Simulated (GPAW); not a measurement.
CdTe:

```
CELL_PARAMETERS angstrom
0.00000 3.20500 3.20500
3.20500 0.00000 3.20500
3.20500 3.20500 0.00000
ATOMIC_POSITIONS crystal
Te 0.75000 0.75000 0.75000
Cd 0.00000 0.00000 0.00000
```

Program: GPAW 26.7.0. Alike in all runs: task single point; no spin polarisation; cell as given; k mesh 7 × 7 × 7; cutoff (eV) 600.

Task: Order these runs on this cell by their pressure, lowest first.
A. level LDA; potentials or basis the program's PAW data sets (release 1.2.1) made for this functional, pw; smearing gaussian 0.05 eV
B. level PBE; potentials or basis GPAW PAW data sets (gpaw-data 1.2.1), pw; smearing gaussian 0.029 eV
C. level PBEsol; potentials or basis PAW data sets generated in the run's folder for this functional, pw; smearing gaussian 0.1 eV

Result: A (-0.5 GPa), C (1.3 GPa), B (3.8 GPa).
